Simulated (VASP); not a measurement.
# Al (Fm-3m) in VASP: a series of runs

One crystal, Al, is run at these levels: LDA; tasks: single point.

Everything below comes from runs of VASP 6.6.1. Logs are shortened: lines on timing, memory, paths and dates and some standing lists are left out, and cuts for length are marked.

### Step 1. The undisturbed crystal

The structure is cubic, space group Fm-3m (No. 225). Conventional cell: a = 4.050 Å, b = 4.050 Å, c = 4.050 Å, α = 90.00°, β = 90.00°, γ = 90.00°. Al (site symmetry m-3m) is surrounded by 12 Al at 2.86 Å.

### Step 2. Single point, LDA (grid = ENCUT=350 dk=0.35 cell=3x3x3 ISMEAR=1 SIGMA=0.2 LREAL=Auto EDIFF=1e-06)

The input, INCAR:

```
  PREC = Accurate
  ENCUT = 350
  EDIFF = 1E-6
  ISMEAR = 1
  SIGMA = 0.2
  LREAL = Auto
  LASPH = T
  NELM = 120
  ALGO = Fast
  ISIF = 2
  LWAVE = F
  LCHARG = F
  GGA = CA
  NBANDS = 72
```

The input, KPOINTS:

```
regular mesh
0
Gamma
  3 3 3
```

The input, POSCAR:

```
Al26Cu
1.0
    0.0000000000      6.0744150000      6.0744150000
    6.0744150000      0.0000000000      6.0744150000
    6.0744150000      6.0744150000      0.0000000000
Cu Al
1 26
Direct
    0.0000000000      0.0000000000      0.0000000000
    0.0000000000      0.0000000000      0.3333333333
    0.0000000000      0.0000000000      0.6666666667
    0.0000000000      0.3333333333      0.0000000000
    0.0000000000      0.3333333333      0.3333333333
    0.0000000000      0.3333333333      0.6666666667
    0.0000000000      0.6666666667      0.0000000000
    0.0000000000      0.6666666667      0.3333333333
    0.0000000000      0.6666666667      0.6666666667
    0.3333333333      0.0000000000      0.0000000000
    0.3333333333      0.0000000000      0.3333333333
    0.3333333333      0.0000000000      0.6666666667
    0.3333333333      0.3333333333      0.0000000000
    0.3333333333      0.3333333333      0.3333333333
    0.3333333333      0.3333333333      0.6666666667
    0.3333333333      0.6666666667      0.0000000000
    0.3333333333      0.6666666667      0.3333333333
    0.3333333333      0.6666666667      0.6666666667
    0.6666666667      0.0000000000      0.0000000000
    0.6666666667      0.0000000000      0.3333333333
    0.6666666667      0.0000000000      0.6666666667
    0.6666666667      0.3333333333      0.0000000000
    0.6666666667      0.3333333333      0.3333333333
    0.6666666667      0.3333333333      0.6666666667
    0.6666666667      0.6666666667      0.0000000000
    0.6666666667      0.6666666667      0.3333333333
    0.6666666667      0.6666666667      0.6666666667
```

Potentials or basis: VASP PAW LDA potentials, release 64 (Cu, Al).

Started as:

```
cat potpaw_LDA.64/Cu/POTCAR potpaw_LDA.64/Al/POTCAR > POTCAR
mpirun -np 1 vasp_std > vasp.out
```

OUTCAR:

```text
PREC = Accurate
   ENCUT = 350
   EDIFF = 1E-6
   ISMEAR = 1
   LREAL = Auto
   LASPH = T
   NELM = 120
   ISIF = 2
   GGA = CA

 Found      4 irreducible k-points:

 Following reciprocal coordinates:
            Coordinates               Weight
  0.000000  0.000000  0.000000      1.000000
  0.333333  0.000000  0.000000      8.000000
  0.333333  0.333333  0.000000      6.000000
 -0.333333  0.333333  0.000000     12.000000
   k-points           NKPTS =      4   k-points in BZ     NKDIM =      4   number of bands    NBANDS=     72
   number of dos      NEDOS =    301   number of ions     NIONS =     27
   total plane-waves  NPLWV = 157464
   dimension x,y,z NGX =    54 NGY =   54 NGZ =   54
   dimension x,y,z NGXF=   108 NGYF=  108 NGZF=  108
   ions per type =               1  26
   NGX,Y,Z   is equivalent  to a cutoff of  10.45, 10.45, 10.45 a.u.
   NGXF,Y,Z  is equivalent  to a cutoff of  20.90, 20.90, 20.90 a.u.
 SYSTEM =  unknown system
   PREC   = accura    normal or accurate (medium, high low for compatibility)
   ISTART =      0    job   : 0-new  1-cont  2-samecut
   ICHARG =      2    charge: 1-file 2-atom 10-const
   ISPIN  =      1    spin polarized calculation?
   LNONCOLLINEAR =      F non collinear calculations
   LSORBIT =      F    spin-orbit coupling
   LASPH  =      T    aspherical Exc in radial PAW
   ENCUT  =  350.0 eV  25.72 Ry    5.07 a.u.  13.10 13.10 13.10*2*pi/ulx,y,z
   NELM   =    120;   NELMIN=  2; NELMDL= -5     # of ELM steps
   EDIFF  = 0.1E-05   stopping-criterion for ELM
   LREAL  =      T    real-space projection
   EDIFFG = 0.1E-04   stopping-criterion for IOM
   NSW    =      0    number of steps for IOM
[... 5 lines left out ...]
   TEBEG  =    0.0;   TEEND  =   0.0 temperature during run
   PSTRESS=    0.0 pullay stress
   NELECT =      89.0000    total number of electrons
   NUPDOWN=      -1.0000    fix difference up-down
   EMIN   =  10.00;   EMAX   =-10.00  energy-range for DOS
   EFERMI =   0.00;   METHOD = LEGACY
   ISMEAR =     1;   SIGMA  =   0.20  broadening in eV -4-tet -1-fermi 0-gaus
   EFERMI_NEDOS =   21; number of points for ismear=-14 and -15
   IALGO  =     68    algorithm
   IMIX   =      4    mixing-type and parameters
     AMIX     =   0.40;   BMIX     =  1.00
     AMIX_MAG =   1.60;   BMIX_MAG =  1.00
  volume/ion in A,a.u.               =      16.60       112.04
  Fermi-wavevector in a.u.,A,eV,Ry     =   0.955045  1.804773 12.410016  0.912110
  Thomas-Fermi vector in A             =   2.083847
   LORBIT       =      0    0 simple, 1 ext, 2 COOP (PROOUT), +10 PAW based schemes
   GGA     = CA    functional components
   LHFCALC =     F    Hartree Fock is set to
   AEXX    =    0.0000 exact exchange contribution
   IVDW    =     0    specifies the selected vdW correction
   LEPSILON=     F    determine dielectric tensor
   LRPA    =     F    only Hartree local field effects (RPA)
 non-spin polarized calculation
 RMM-DIIS sequential band-by-band and
 Methfessel and Paxton  Order N= 1 SIGMA  =   0.20
  energy-cutoff  :      350.00
  volume of cell :      448.27
 maximum number of plane-waves:      6663
 NGX is ok and might be reduce to    54
   NGX = 27   NGY = 27   NGZ = 27

 number of electron      88.9999974 magnetization

 Free energy of the ion-electron system (eV)
  ---------------------------------------------------
  ext. energy  EPLUGINS =         0.00000000
  ---------------------------------------------------
  free energy    TOTEN  =      -112.43320896 eV

  energy without entropy =     -112.45074079  energy(sigma->0) =     -112.43905290

 E-fermi :   7.6103     XC(G=0): -10.3556

 val. band max:        7.5221568146   @ k =   0.3333   0.0000   0.0000
 cond. band min:       7.6691034361   @ k =   0.3333   0.3333   0.0000
 fundamental gap:      0.1469466215
 Fermi energy:         7.6103361915

 k-point     1 :       0.0000    0.0000    0.0000
  band No.  band energies     occupation
      1      -3.3612      2.00000
      2      -0.5165      2.00000
      3      -0.4826      2.00000
      4      -0.4826      2.00000
      5      -0.4826      2.00000
      6      -0.3689      2.00000
[... 48 lines left out ...]
     55       8.1555     -0.00080
     56       8.3555     -0.00000

 k-point     2 :       0.3333    0.0000    0.0000
  band No.  band energies     occupation
      1      -3.0307      2.00000
      2      -2.0373      2.00000
      3      -0.7553      2.00000
      4      -0.7553      2.00000
      5      -0.6932      2.00000
      6      -0.4204      2.00000
[... 48 lines left out ...]
     55       9.6300     -0.00000
     56       9.6820     -0.00000

 k-point     3 :       0.3333    0.3333    0.0000
  band No.  band energies     occupation
      1      -2.9208      2.00000
      2      -1.6125      2.00000
      3      -1.3727      2.00000
      4      -1.2940      2.00000
      5      -1.2940      2.00000
      6      -1.0379      2.00000
[... 48 lines left out ...]
     55       9.6702     -0.00000
     56       9.8661     -0.00000

 k-point     4 :      -0.3333    0.3333    0.0000
  band No.  band energies     occupation
      1      -2.4894      2.00000
      2      -2.2105      2.00000
      3      -2.0679      2.00000
      4      -1.1851      2.00000
      5      -1.1024      2.00000
      6       0.1597      2.00000
[... 48 lines left out ...]
     55       9.1932     -0.00000
     56       9.4372     -0.00000
 [bands above 56 left out]

------------------------ aborting loop because EDIFF is reached ----------------------------------------

  FORCE on cell =-STRESS in cart. coord.  units (eV):
  Direction    XX          YY          ZZ          XY          YZ          ZX
  --------------------------------------------------------------------------------------
  -------------------------------------------------------------------------------------
  Total      -13.2058270    -13.2058270    -13.2058270     -0.0000000      0.0000000      0.0000000
  in kB      -47.1990015    -47.1990015    -47.1990015     -0.0000000      0.0000000      0.0000000
  external PRESSURE =     -47.1990015 kB  Pullay stress =       0.0000000 kB

 VOLUME and BASIS-vectors are now :
 -----------------------------------------------------------------------------
  energy-cutoff  :      350.00
  volume of cell :      448.27
      direct lattice vectors                 reciprocal lattice vectors
     0.000000000  6.074415000  6.074415000    -0.082312453  0.082312453  0.082312453
     6.074415000  0.000000000  6.074415000     0.082312453 -0.082312453  0.082312453
     6.074415000  6.074415000  0.000000000     0.082312453  0.082312453 -0.082312453

 POSITION                                       TOTAL-FORCE (eV/Angst)
 -----------------------------------------------------------------------------------
      0.00000      0.00000      0.00000         0.000000     -0.000000      0.000000
      2.02480      2.02480      0.00000        -0.225236     -0.225236      0.000000
      4.04961      4.04961      0.00000         0.225236      0.225236      0.000000
      2.02480      0.00000      2.02480        -0.225236     -0.000000     -0.225236
      4.04961      2.02480      2.02480         0.109251     -0.109251     -0.109251
      6.07442      4.04961      2.02480         0.000000      0.225236     -0.225236
[... 19 lines left out ...]
      6.07442      6.07442      8.09922         0.000000     -0.000000     -0.161122
      8.09922      8.09922      8.09922        -0.109251     -0.109251     -0.109251
 -----------------------------------------------------------------------------------
    total drift:                               -0.000000     -0.000000     -0.000000

  FREE ENERGIE OF THE ION-ELECTRON SYSTEM (eV)
  ---------------------------------------------------
  free  energy   TOTEN  =      -112.4332089557 eV

  energy  without entropy=     -112.4507407901  energy(sigma->0) =     -112.43905290
```

Run time: 2.4 min. Hardware: 1 thread of Intel Xeon 6975P-C (Granite Rapids), shared host; peak memory 0.31 GiB.

The run converged, but some of its settings lie outside the range that counts as converged, so its numbers aren't taken as properties of the crystal.

Results:

| Item | Value |
| --- | --- |
| Free energy | -112.4332 eV |
| Pressure | -4.7 GPa |
| Largest force | 0.319 eV/Å |
| Band gap on the k mesh | none (metal or under the smearing width) |

Caveat: the cutoff is under 1.25 times the usual one of these potentials, so pressure, stress and relaxed cells hold a basis-set (Pulay) error.

### Step 3. Single point, LDA (grid = ENCUT=350 dk=0.35 cell=3x3x3 ISMEAR=1 SIGMA=0.1 LREAL=Auto EDIFF=0.0001)

Changes to INCAR since step 2:

```diff
@@ -2,5 +2,5 @@
   ENCUT = 350
-  EDIFF = 1E-6
+  EDIFF = 1E-4
   ISMEAR = 1
-  SIGMA = 0.2
+  SIGMA = 0.1
   LREAL = Auto
```

KPOINTS is that of step 2.

POSCAR is that of step 2.

Potentials or basis: VASP PAW LDA potentials, release 64 (Cu, Al).

Started as:

```
cat potpaw_LDA.64/Cu/POTCAR potpaw_LDA.64/Al/POTCAR > POTCAR
mpirun -np 1 vasp_std > vasp.out
```

Run time: 2 min. Hardware: 1 thread of Intel Xeon 6975P-C (Granite Rapids), shared host; peak memory 0.29 GiB.

The run converged, but some of its settings lie outside the range that counts as converged, so its numbers aren't taken as properties of the crystal.

What came out:

```yaml
Free_energy: -112.4540 eV
Pressure: -4.4 GPa
Largest_force: 0.319 eV/Å
Band_gap_on_the_k_mesh: none (metal or under the smearing width)
```

Caveat: the cutoff is under 1.25 times the usual one of these potentials, so pressure, stress and relaxed cells hold a basis-set (Pulay) error.
